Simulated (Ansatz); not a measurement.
## Li interstitial in Ga2O3

All numbers are calculated (PBE, collinear spin where a state has unpaired electrons to hold, no spin-orbit coupling; Ansatz, PAW set soft_2, 420 eV, k-mesh 2×2×2 shifted by half a step), not measured.

The relaxed host crystal (Kohn–Sham gap 2.01 eV over the whole zone):

```
Ga O
1.0
     6.22706   -1.54163    0.00623
     6.22706    1.54163    0.00623
    -1.39797    0.00000    5.70892
Ga O
4 6
Cartesian
  3.2943 0.0000 3.9196
  7.7619 0.0000 1.8018
  11.0472 0.0000 1.1832
  0.0089 0.0000 4.5382
  5.2374 0.0000 4.2498
  5.8187 0.0000 1.4716
  9.6819 0.0000 2.4975
  1.3743 0.0000 3.2239
  1.8837 0.0000 0.6255
  9.1725 0.0000 5.0959
```

Supercell of 40 atoms, rows of the matrix [[0,-1,-1],[-2,1,0],[-2,2,-1]] times the cell vectors; Li interstitial at (0.321, 0.321, 0.083) in fractions of the cell above. Atoms are relaxed at the host's cell, from a start shaken by 0.05 Å near the defect; charged cells sit in a uniform background.

Nearest atoms to the added Li: charge +1: O 1.76 Å, O 1.85 Å, O 1.86 Å, O 2.24 Å, Ga 2.33 Å, Ga 2.38 Å, Ga 2.65 Å, Ga 2.66 Å; charge 0: O 1.76 Å, O 1.85 Å, O 1.85 Å, O 2.24 Å, Ga 2.33 Å, Ga 2.38 Å, Ga 2.65 Å, Ga 2.66 Å.

The largest move of an atom from its ideal place is 0.9 Å at charge +1, 0.9 Å at charge 0, so the cell rearranged and didn't merely relax.

```json
{"charge": "+1", "moment of the cell (μB)": "0.00", "moment on Li (μB)": "0.00", "gap of the cell on the mesh (eV)": "2.96", "carriers": "none in the bands"}
{"charge": "0", "moment of the cell (μB)": "0.00", "moment on Li (μB)": "0.00", "gap of the cell on the mesh (eV)": "0.00", "carriers": "in a band of the host or near its edge"}
```

On this mesh the host's own supercell has a gap of 2.96 eV.

At charge 0 a carrier lies in a band of the host or at its edge (levels aligned by the semicore states), so it isn't shown to be bound to the defect (semilocal functionals spread carriers too far and can miss a bound one), and no level is taken from that state.

No formation energy is given for the neutral state, since the neutral cell holds a carrier in a band.

No transition between neighbouring charges can be given. At the conduction band bottom the charges +1 and 0 tie once band filling is counted. Lowest charge for a Fermi level at the valence band top: +1, at mid gap: +1 (among the charges +1, 0). With the Fermi level at the valence band top the state +1 costs -2.71 eV, and -1.71 eV with the Fermi level at mid gap, which lies 1.00 eV above the valence band top; atoms are taken from and to the elements' standard states, where compounds of them would form first, so a negative cost isn't reached.

Relaxed cell at charge +1:

```
Ga2O3 Li_i charge 1
1.0
    -4.8291   -1.5416   -5.7152
    -6.2271    4.6249   -0.0062
     1.3980    6.1665   -5.7089
Ga O Li
16 24 1
Direct
  0.6488 0.6656 0.6618
  0.9032 0.3866 0.4370
  0.1471 0.1762 0.1600
  0.4069 0.9168 0.9107
  0.5963 0.0848 0.0862
  0.8512 0.8349 0.8330
  0.0934 0.5855 0.5856
  0.3439 0.3361 0.3363
  0.4522 0.7131 0.3335
  0.7046 0.4608 0.0779
  0.9648 0.2114 0.8323
  0.2174 0.9637 0.5811
  0.7799 0.0310 0.4199
  0.0593 0.8003 0.1643
  0.2833 0.5363 0.9169
  0.5263 0.2846 0.6723
  0.4986 0.4925 0.7540
  0.7424 0.2337 0.5115
  0.0006 0.0024 0.2589
  0.2606 0.7427 0.9982
  0.7461 0.2567 0.9913
  0.9994 0.0094 0.7405
  0.2427 0.7597 0.4961
  0.4917 0.5087 0.2428
  0.4156 0.9316 0.1526
  0.6651 0.6850 0.9033
  0.9097 0.4315 0.6528
  0.1595 0.1863 0.4035
  0.8358 0.8109 0.5962
  0.0778 0.5737 0.3410
  0.3320 0.3178 0.0974
  0.5877 0.0645 0.8499
  0.0700 0.5993 0.8181
  0.3157 0.3527 0.5671
  0.5690 0.1006 0.3161
  0.8378 0.8595 0.0638
  0.1765 0.1481 0.9335
  0.4315 0.9024 0.6779
  0.6749 0.6420 0.4283
  0.9136 0.4051 0.1872
  0.8217 0.6533 0.2178
```

Caveats: at charge 0: bands were filled unevenly over the k points at some point of the run, net starting moment lost, the odd electron ends without a moment, so a state with one unpaired electron may lie lower; semilocal functionals make gaps too small, which shifts levels too; small supercell, so energies and levels can be off by tenths of an eV; one random start near the defect, so other minima are possible.
